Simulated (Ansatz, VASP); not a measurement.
# One calculation of Al8H, two programs

INCAR

```
PREC = Accurate
ENCUT = 520
EDIFF = 1E-7
ISMEAR = 0
SIGMA = 0.1
LREAL = False
LASPH = True
NELM = 80
ALGO = Normal
ISIF = 2
LWAVE = False
LCHARG = False
LDIPOL = True
IDIPOL = 3
DIPOL = 0.5 0.5 0.416
GGA = PE
IBRION = 2
NSW = 50
EDIFFG = -0.025
```

KPOINTS

```
Automatic mesh
0
Gamma
  9 9 1
```

POSCAR

```
Al8H
1.0
    2.8543223330      0.0000000000      0.0000000000
   -1.4271611665      2.4719156510      0.0000000000
    0.0000000000      0.0000000000     31.9760593533
Al H
8 1
Selective dynamics
Direct
    0.3333333333      0.6666666667      0.1250935882  F F F
    0.0000000000      0.0000000000      0.1984546650  F F F
    0.6666666667      0.3333333333      0.2718157419  F F F
    0.0000000000      0.0000000000      0.3451768186  F F F
    0.3333333333      0.6666666667      0.4179469871  F F F
    0.0000000000      0.0000000000      0.4916851455  F F F
    0.6666666667      0.3333333333      0.5654358086  F F F
    0.0000000000      0.0000000000      0.6403559340  T T T
    0.0000000000      0.0000000000      0.6878914975  F F T
```

Input for Ansatz:

```yaml
crystal:
  lattice:
    - [2.854322333, 0.0, 0.0]
    - [-1.4271611665, 2.471915651, 0.0]
    - [0.0, 0.0, 31.9760593533]
  atoms:
    - { symbol: Al, position: [0.3333333333, 0.6666666667, 0.1250935882] }
    - { symbol: Al, position: [0.0, 0.0, 0.198454665] }
    - { symbol: Al, position: [0.6666666667, 0.3333333333, 0.2718157419] }
    - { symbol: Al, position: [0.0, 0.0, 0.3451768186] }
    - { symbol: Al, position: [0.3333333333, 0.6666666667, 0.4179469871] }
    - { symbol: Al, position: [0.0, 0.0, 0.4916851455] }
    - { symbol: Al, position: [0.6666666667, 0.3333333333, 0.5654358086] }
    - { symbol: Al, position: [0.0, 0.0, 0.640355934] }
    - { symbol: H, position: [0.0, 0.0, 0.6878914975] }
basis:
  ecutwfc: 420
kpoints:
  mp_grid: { grid: [9, 9, 1] }
hamiltonian:
  xc: pbe
scf:
  occupations: { method: gaussian, width: 0.1 }
output:
  forces: true
  eigenvalues: true
relax:
  adjacent_minimum: "off"
  f_tol: 0.025
  max_steps: 30
  constraints: [{ sites: [0, 1, 2, 3, 4, 5, 6] }, { sites: [8], fix: xy }]
efield:
  axis: 3
  dipole_correction: true
  ramp_width: 0.04
```

Alike in both runs: task relaxation of the atoms; functional PBE; k mesh 9 × 9 × 1; occupations gaussian, width 0.1 eV; no spin polarisation.

```csv
,VASP,Ansatz
version,VASP 6.6.1,Ansatz 0.2.0
potentials or method,"VASP PAW PBE potentials, release 64 (Al, H)","scalar-relativistic, plane waves, PAW"
plane-wave cutoff (eV),520,420
valence electrons in the cell,25,25
```

|  | VASP | Ansatz | Ansatz less VASP |
| --- | --- | --- | --- |
| gap on the k mesh at the Fermi level, each at its own relaxed structure (eV) | none | none | - |
| energy change over the relaxation (meV/atom) | -7 | -7 | 0.0 |

A gap of «none» marks a metal or a gap that the smearing closes.

Caveats: the bands computed are all filled at some k points, so no gap is given.
